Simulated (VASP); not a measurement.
# ZrC (Fm-3m) in VASP: notebook

The runs below take ZrC through density of states, optical spectrum, with r2SCAN+D3(BJ)+U, HSE03+D3.

Everything below comes from runs of VASP 6.6.1. Logs are shortened: lines on timing, memory, paths and dates and some standing lists are left out, and cuts for length are marked.

## 1. The undisturbed crystal

It takes space group Fm-3m (No. 225, cubic). The conventional cell has a = 4.730 Å, b = 4.730 Å, c = 4.730 Å, α = 90.00°, β = 90.00°, γ = 90.00°. Zr (site symmetry m-3m) has 6 C at 2.37 Å as nearest neighbours. Around C (site symmetry m-3m) lie 6 Zr at 2.37 Å.

## 2. Density of states, r2SCAN+D3(BJ)+U, spin-orbit coupling, no magnetisation (volume scaled by 1.15)

File run.py:

```python
from ase.calculators.vasp import Vasp
from ase.dft.dos import DOS
from ase.io import read

atoms = read('ZrC.cif')
calc = Vasp(
    directory='calc',
    xc='r2scan',
    pp='PBE',
    setups='recommended',
    prec='Accurate',
    encut=520,
    ediff=1e-06,
    ismear=0,
    sigma=0.1,
    lreal=False,
    lasph=True,
    nelm=100,
    algo='Normal',
    isif=2,
    lwave=False,
    lcharg=False,
    lorbit=11,
    lsorbit=True,
    gga_compat=False,
    lmaxmix=4,
    ldautype=1,
    ldauprint=1,
    lmixtau=True,
    ivdw=12,
    vdw_s6=1.0,
    vdw_s8=0.78981345,
    vdw_a1=0.49484001,
    vdw_a2=5.73083694,
    ldau_luj={'Zr': {'L': 2, 'U': 3, 'J': 0.5}},
    kpts=[7, 7, 7],
    gamma=True,
    nbands=28,
)
atoms.calc = calc

print('energy (eV):', atoms.get_potential_energy())
print('free energy (eV):', atoms.get_potential_energy(force_consistent=True))
print('forces (eV/A):')
print(atoms.get_forces())
print('stress (eV/A^3, Voigt):', atoms.get_stress())
print('Fermi level (eV):', calc.get_fermi_level())
dos = DOS(calc, width=0.2, window=(-10, 10), npts=201)
print('E - E_F (eV), DOS (1/eV)')
for e, g in zip(dos.get_energies(), dos.get_dos()):
    print(f'{e:8.3f} {g:10.4f}')
```

File ZrC.cif:

```cif
data_ZrC
_cell_length_a 3.50411827
_cell_length_b 3.50411827
_cell_length_c 3.50411827
_cell_angle_alpha 60.00000000
_cell_angle_beta 60.00000000
_cell_angle_gamma 60.00000000
_space_group_name_H-M_alt 'P1'
_space_group_name_Hall 'P 1'
_space_group_IT_number 1
loop_
_space_group_symop_operation_xyz
'x,y,z'
loop_
_atom_site_label
_atom_site_type_symbol
_atom_site_symmetry_multiplicity
_atom_site_Wyckoff_symbol
_atom_site_fract_x
_atom_site_fract_y
_atom_site_fract_z
_atom_site_occupancy
Zr1 Zr 1 a 0.5000000000 0.5000000000 0.5000000000 1
C1 C 1 a 0.0000000000 0.0000000000 0.0000000000 1
```

Potentials or basis: VASP PAW PBE potentials, release 64 (Zr_sv, C).

Started as:

```
> python run.py
```

Standard output:

```text
energy (eV): -33.28111137
free energy (eV): -33.28211055
forces (eV/A):
[[-0. -0.  0.]
 [ 0.  0.  0.]]
stress (eV/A^3, Voigt): [ 1.42610011e-01  1.42610288e-01  1.42610066e-01 -6.00245933e-08
 -1.58971237e-08 -1.54134068e-07]
Fermi level (eV): 8.10201908
E - E_F (eV), DOS (1/eV)
 -10.000     2.8085
  -9.900     3.4709
  -9.800     3.8088
  -9.700     4.2191
  -9.600     4.5346
  -9.500     4.0181
[... 193 lines left out ...]
   9.900     1.2347
  10.000     1.9764
```

Run time: 18 min. Hardware: 1 thread of Intel Xeon 6975P-C (Granite Rapids), shared host; peak memory 0.44 GiB.

Results:

```
Free energy                                           : -33.2821 eV
Pressure                                              : -22.8 GPa
Valence electrons inside the program's atomic spheres : Zr 9.46; C 2.30
Dispersion energy per atom                            : -0.162 eV
```

Caveat: the PAW data sets were made with another functional, which shifts forces and pressure a little; the U is typed as a test and isn't derived for this compound.

## 3. Optical spectrum, HSE03+D3 (atoms moved at random, drawn with an rms of 0.05 Å)

File POSCAR:

```
ZrC
1.0
    0.0000000000      2.3650000000      2.3650000000
    2.3650000000      0.0000000000      2.3650000000
    2.3650000000      2.3650000000      0.0000000000
Zr C
1 1
Direct
    0.4945270000      0.4832730000      0.5055400000
    0.0038780000      0.0027310000      0.0106250000
```

File INCAR.step1:

```
SYSTEM = ZrC
PREC = Accurate ; ENCUT = 520
EDIFF = 1E-5 ; ISMEAR = 0
SIGMA = 0.01 ; LREAL = .False.
LASPH = .True. ; NELM = 80
ALGO = Normal ; ISIF = 2
LWAVE = .True. ; LCHARG = .False.
NBANDS = 32 ; GGA = PE
```

File INCAR.step2:

```
SYSTEM = ZrC
PREC = Accurate ; ENCUT = 520
EDIFF = 1E-7 ; ISMEAR = 0
SIGMA = 0.01 ; LREAL = .False.
LASPH = .True. ; NELM = 80
ALGO = Normal ; ISIF = 2
LWAVE = .False. ; LCHARG = .False.
GGA = PE ; LHFCALC = .True.
HFSCREEN = 0.3 ; PRECFOCK = Fast
IVDW = 11 ; VDW_S6 = 1.0
VDW_S8 = 1.0156 ; VDW_SR = 1.3944
VDW_SR8 = 1.0 ; LOPTICS = .True.
NBANDS = 32 ; NEDOS = 2000
CSHIFT = 0.1 ; ISTART = 1
```

File KPOINTS:

```
regular mesh
0
Monkhorst
  2 2 2
  0 0 0
```

Potentials or basis: VASP PAW PBE potentials, release 64 (Zr_sv, C).

Started as:

```
> cat potpaw_PBE.64/Zr_sv/POTCAR potpaw_PBE.64/C/POTCAR > POTCAR
> cp INCAR.step1 INCAR
> mpirun -np 1 vasp_std > vasp.out
> cp INCAR.step2 INCAR
> mpirun -np 1 vasp_std > vasp.out
```

OUTCAR:

```text
SYSTEM = ZrC
   PREC = Accurate
   ENCUT = 520
   EDIFF = 1E-7
   ISMEAR = 0
   LREAL = .False.
   LASPH = .True.
   NELM = 80
   ISIF = 2
   GGA = PE
   LHFCALC = .True.
   HFSCREEN = 0.3
   PRECFOCK = Fast
   IVDW = 11
   ISTART = 1
 IVDW          = 11

 ion  position               nearest neighbor table
   1  0.495  0.483  0.506-   2 2.30   2 2.31   2 2.33   2 2.40   2 2.42   2 2.43
   2  0.004  0.003  0.011-   1 2.30   1 2.31   1 2.33   1 2.40   1 2.42   1 2.43

  LATTYP: Found a face centered cubic cell.
 ALAT       =     4.7300000000

  Lattice vectors:

 A1 = (   0.0000000000,   2.3650000000,   2.3650000000)
 A2 = (   2.3650000000,   0.0000000000,   2.3650000000)
 A3 = (   2.3650000000,   2.3650000000,   0.0000000000)

Analysis of symmetry for initial positions (statically):
=====================================================================
 Subroutine PRICEL returns:
 Original cell was already a primitive cell.

 Routine SETGRP: Setting up the symmetry group for a
 face centered cubic supercell.

 Subroutine GETGRP returns: Found  1 space group operations
 (whereof  1 operations were pure point group operations)
 out of a pool of 48 trial point group operations.

The static configuration has the point symmetry C_1 .

Analysis of symmetry for dynamics (positions and initial velocities):
=====================================================================
 Subroutine PRICEL returns:
 Original cell was already a primitive cell.

 Routine SETGRP: Setting up the symmetry group for a
 face centered cubic supercell.

 Subroutine GETGRP returns: Found  1 space group operations
 (whereof  1 operations were pure point group operations)
 out of a pool of 48 trial point group operations.

The dynamic configuration has the point symmetry C_1 .

 Subroutine INISYM returns: Found  1 space group operations
 (whereof  1 operations are pure point group operations),
 and found     1 'primitive' translations

----------------------------------------------------------------------------------------

                                     Primitive cell

  volume of cell :      26.4560

  direct lattice vectors                    reciprocal lattice vectors
[... 130 lines left out ...]
  ext. energy  EPLUGINS =         0.00000000
  ---------------------------------------------------
  free energy    TOTEN  =       -21.95387092 eV

  energy without entropy =      -21.95387092  energy(sigma->0) =      -21.95387092

 E-fermi :   7.5297     XC(G=0): -10.0114

 val. band max:        7.4565718809   @ k =   0.0000   0.0000  -0.2500
 cond. band min:      11.2353054622   @ k =   0.5000   0.0000  -0.2500
 fundamental gap:      3.7787335813
 Fermi energy:         7.5297434496

 k-point     1 :       0.2500    0.2500    0.2500
  band No.  band energies     occupation
      1     -42.1809      2.00000
      2     -19.0228      2.00000
      3     -18.5987      2.00000
      4     -18.5974      2.00000
      5      -2.0199      2.00000
      6       6.2520      2.00000
[... 344 lines left out ...]
      6       5.1899      2.00000
[... 12 lines left out ...]
     19      32.1975      0.00000
     20      33.3623      0.00000
 [bands above 20 left out]

------------------------ aborting loop because EDIFF is reached ----------------------------------------

 Edisp (eV)   -0.59958

 E8    (eV) :    -0.4526

  FORCE on cell =-STRESS in cart. coord.  units (eV):
  Direction    XX          YY          ZZ          XY          YZ          ZX
  --------------------------------------------------------------------------------------
  -------------------------------------------------------------------------------------
  Total      -1.41987    -1.46693    -1.39312     0.00088     0.00077     0.00012
  in kB     -85.98755   -88.83772   -84.36789     0.05347     0.04648     0.00736
  external pressure =      -86.40 kB  Pullay stress =        0.00 kB

 VOLUME and BASIS-vectors are now :
 -----------------------------------------------------------------------------
  energy-cutoff  :      520.00
  volume of cell :       26.46
      direct lattice vectors                 reciprocal lattice vectors
     0.000000000  2.365000000  2.365000000    -0.211416490  0.211416490  0.211416490
     2.365000000  0.000000000  2.365000000     0.211416490 -0.211416490  0.211416490
     2.365000000  2.365000000  0.000000000     0.211416490  0.211416490 -0.211416490

 POSITION                                       TOTAL-FORCE (eV/Angst)
 -----------------------------------------------------------------------------------
      2.33854      2.36516      2.31250         0.643351      0.381831      0.751240
      0.03159      0.03430      0.01563        -0.643351     -0.381831     -0.751240
 -----------------------------------------------------------------------------------
    total drift:                               -0.000003      0.000004     -0.000005

  FREE ENERGIE OF THE ION-ELECTRON SYSTEM (eV)
  ---------------------------------------------------
  free  energy   TOTEN  =       -22.5534493229 eV

  energy  without entropy=      -22.5534493229  energy(sigma->0) =      -22.55344932

 electrical conductivity sigma (Mega S m-1) (frequency dependency in vasprun.xml)
  --------------------------------------------------------------------------------------
       0.000       0.000      -0.000
       0.000       0.000      -0.000
      -0.000      -0.000       0.000

  frequency dependent IMAGINARY DIELECTRIC FUNCTION (independent particle, no local field effects) density-density
     E(ev)      X         Y         Z        XY        YZ        ZX
  --------------------------------------------------------------------------------------------------------------
     0.00000     0.00000     0.00000     0.00000     0.00000     0.00000     0.00000
     1.15106     0.12035     0.12306     0.11922     0.00544    -0.21333     0.38386
     2.30211     0.42771     0.43602     0.42509     0.02150    -0.13338     0.32247
     3.45317     4.64321     4.38161     4.76595     0.50814     0.41438     2.07975
     4.60422     9.68341     8.86258     9.89839     0.11114    -0.34004     1.12356
     5.75528     2.62354     2.64565     2.53651    -0.15091    -0.19783    -0.39386
[... 92 lines left out ...]
   112.80347     0.00013     0.00013     0.00013    -0.00000     0.00001    -0.00001
   113.95453     0.00012     0.00012     0.00012    -0.00000     0.00001    -0.00001

  frequency dependent      REAL DIELECTRIC FUNCTION (independent particle, no local field effects) density-density
     E(ev)        X           Y           Z          XY          YZ          ZX
  --------------------------------------------------------------------------------------------------------------
     0.00000    11.23624    11.42329    11.13478     0.16510    -2.09446     4.22915
     1.15106    11.87575    12.07735    11.76810     0.17686     0.20326     0.39879
     2.30211    14.62414    14.88426    14.49482     0.28734     0.36476     0.62195
     3.45317    29.93802    30.12470    29.91882     1.46122     2.09370     3.43497
     4.60422     9.22753     7.79825    10.19549     1.35205     2.68266     1.70994
     5.75528    -8.01715    -8.62041    -7.50601     0.51148     0.63206     1.07810
[... 92 lines left out ...]
   112.80347     0.93335     0.93303     0.93354    -0.00012    -0.00013    -0.00023
   113.95453     0.93479     0.93448     0.93497    -0.00012    -0.00013    -0.00023

  frequency dependent IMAGINARY DIELECTRIC FUNCTION (independent particle, no local field effects) current-current
     E(ev)      X         Y         Z        XY        YZ        ZX
  --------------------------------------------------------------------------------------------------------------
     0.00000    35.57595    36.26099    35.29493     0.65876    -3.36737     8.04709
     1.15106     2.00969     2.04945     1.99413     0.04131    -0.17982     0.45824
     2.30211     1.61103     1.64366     1.60128     0.04893    -0.10342     0.38222
     3.45317     6.32274     6.07619     6.46685     0.58873     0.54008     2.30149
     4.60422    10.06376     9.18015    10.32992     0.17295    -0.23009     1.20660
     5.75528     2.30867     2.31366     2.24091    -0.13888    -0.17446    -0.35597
[... 92 lines left out ...]
   112.80347     0.00001     0.00001     0.00001    -0.00000     0.00001    -0.00001
   113.95453     0.00001     0.00001     0.00001    -0.00000     0.00001    -0.00001

  frequency dependent      REAL DIELECTRIC FUNCTION (independent particle, no local field effects) current-current
     E(ev)        X           Y           Z          XY          YZ          ZX
  --------------------------------------------------------------------------------------------------------------
     0.00000    11.21806    11.41473    11.13733     0.14428     0.19997     0.32927
     1.15106    11.85296    12.06483    11.76795     0.16450     0.22867     0.37584
     2.30211    14.58452    14.85787    14.48639     0.27008     0.38018     0.62087
     3.45317    29.66877    29.89896    29.72781     1.39395     2.09797     3.37127
     4.60422     8.85866     7.44008     9.77462     1.35179     2.69300     1.63294
     5.75528    -8.10257    -8.73501    -7.61019     0.53146     0.63680     1.07355
[... 92 lines left out ...]
   112.80347     0.93335     0.93302     0.93351    -0.00011    -0.00014    -0.00025
   113.95453     0.93479     0.93446     0.93495    -0.00011    -0.00014    -0.00025
```

Wall time 98 s (1 thread of Intel Xeon 6975P-C (Granite Rapids), shared host); peak memory 0.27 GiB.

The run converged, but some of its settings lie outside the range that counts as converged, so its numbers aren't taken as properties of the crystal.

What came out:

| Quantity | Value |
| --- | --- |
| Free energy | -22.5534 eV |
| Pressure | -8.6 GPa |
| Largest force | 1.060 eV/Å |
| Dispersion energy per atom | -0.300 eV |

Caveat: the k mesh is coarse (spacing up to 1.15 Å⁻¹), so the values aren't converged, least of all with exact exchange; spectra need much finer meshes, so this one isn't converged; independent-particle spectra lack excitons; the PAW data sets were made with another functional, which shifts forces and pressure a little.
